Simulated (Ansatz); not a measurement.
Runs of Ansatz 0.2.0 on AlNi. Symmetry: Pm-3m, No. 221, cubic system. The conventional cell has a = 2.881 Å, b = 2.881 Å, c = 2.881 Å, α = 90.00°, β = 90.00°, γ = 90.00°. Around Ni (site symmetry m-3m) lie 8 Al at 2.50 Å. Al (site symmetry m-3m) has 8 Ni at 2.50 Å as nearest neighbours. 

| task | level | potentials or basis | cutoff (eV) | pressure (GPa) | moment (μB) |
| --- | --- | --- | --- | --- | --- |
| band structure | LDA | all-electron LAPW, scalar-relativistic | 256 | (a) | 0.00 |
| band structure | PBEsol | all-electron LAPW, scalar-relativistic | 255 | -3.4 | 0.00 |
| band structure | PBEsol | all-electron LAPW, inner shells corrected to Dirac's equation | 255 | -3.4 | 0.00 |
| band structure | PBEsol | all-electron LAPW, non-relativistic | 255 | -1.4 | 0.00 |

Alike in all rows: spin collinear, ferromagnetic start; cell as given; k mesh 9 × 9 × 9; smearing fermi-dirac 0.05 eV; basis error allowed 0.001 eV/atom.

Q: Estimate the missing entries.

A: (a) -8.7.

Not every run made on this cell is shown here.
